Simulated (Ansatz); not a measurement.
**Pt: stationary points along a deformation path**

Level of theory: Ansatz, DFT PBE, scalar-relativistic, plane waves, PAW. The runs took a 420 eV cutoff, a Γ-centred 24×24×24 mesh and Fermi–Dirac smearing (0.02 eV). Spin–orbit coupling is left out, which can shift energies with elements as heavy as these. No spin polarisation. Energies are free energies at this smearing, counted from the undisturbed cell; pressure is positive in compression.

The undisturbed cell (as given, not relaxed at this level; it stands at 11.4 GPa):

```xyz
1
Lattice="0.0000 1.9579 1.9579 1.9579 0.0000 1.9579 1.9579 1.9579 0.0000" Properties=species:S:1:pos:R:3 pbc="T T T"
Pt    0.0000    0.0000    0.0000
```

At fixed volume and fractional coordinates, lengths along (0.000, 0.000, 1.000) are scaled against those across it; ρ is that ratio over its starting value. V = 15.011 Å³/atom. Δσ is the stress along the axis less the mean stress across it (compression positive).

```csv
ρ,ΔE (meV/atom),Δσ (GPa),space group
0.650,89.2,-8.74,I4/mmm
0.707,111.8,-0.01,Im-3m
0.780,86.8,6.48,I4/mmm
0.850,49.0,6.74,I4/mmm
0.920,17.1,5.77,I4/mmm
0.960,4.3,3.50,I4/mmm
1.000,0.0,0.00,Fm-3m
1.050,8.3,-6.20,I4/mmm
1.100,36.3,-12.95,I4/mmm
1.200,149.2,-29.92,I4/mmm
1.300,343.2,-47.55,I4/mmm
1.414,648.5,-69.52,I4/mmm
1.500,938.7,-88.30,I4/mmm
```

Problem. How does the stress give the slope of the energy, and where is the energy stationary?

Solution. Along the path d ln(length) is 2/3 d ln ρ on the axis and −1/3 d ln ρ across it, so dE/d ln ρ = −(2/3) V Δσ: the energy falls with ρ where Δσ is positive. Δσ vanishes or changes sign at ρ = 0.707 (Im-3m), a maximum at 111.8 meV/atom; at ρ = 1.000 (Fm-3m), a minimum at 0.0 meV/atom. Pairs of stationary points between two samples would go unseen, and could change a minimum read from distant neighbours into a maximum. At ρ = 0.707, 1.000 the cell is cubic, where symmetry alone makes the stress isotropic and the slope zero.

Problem. Which shear constant sets the curvature at ρ = 1?

Solution. For a cubic crystal E/V = (2/3) C (ln ρ)² with C = C′ = (C11 − C12)/2, so Δσ = −2C ln ρ. The parabola of Δσ against ln ρ through ρ = 0.960, 1 and 1.050 gives C ≈ 52 GPa with the ions clamped, rough because the steps are large. It is the stress–strain coefficient at this cell's pressure of 11.4 GPa, not the zero-pressure constant.

Problem. Integrate that slope from ρ = 1 to 0.850 by the trapezoid rule.

Solution. With V/N in Å³ and 1 eV/Å³ = 160.2 GPa the slopes at ρ = 1.000, 0.960, 0.920, 0.850 are 0, -219, -360, -421 meV/atom per unit of ln ρ. The steps add 4.5 + 12.3 + 30.9 = 47.7 meV/atom, against 49.0 from the energies; the trapezoid rule misses the curvature of the slope within each step.

In a metal these slopes depend on the k mesh and the smearing.

Cost: 13 runs of about 2 core-minutes in all, on Arm Neoverse V2 (shared hosts).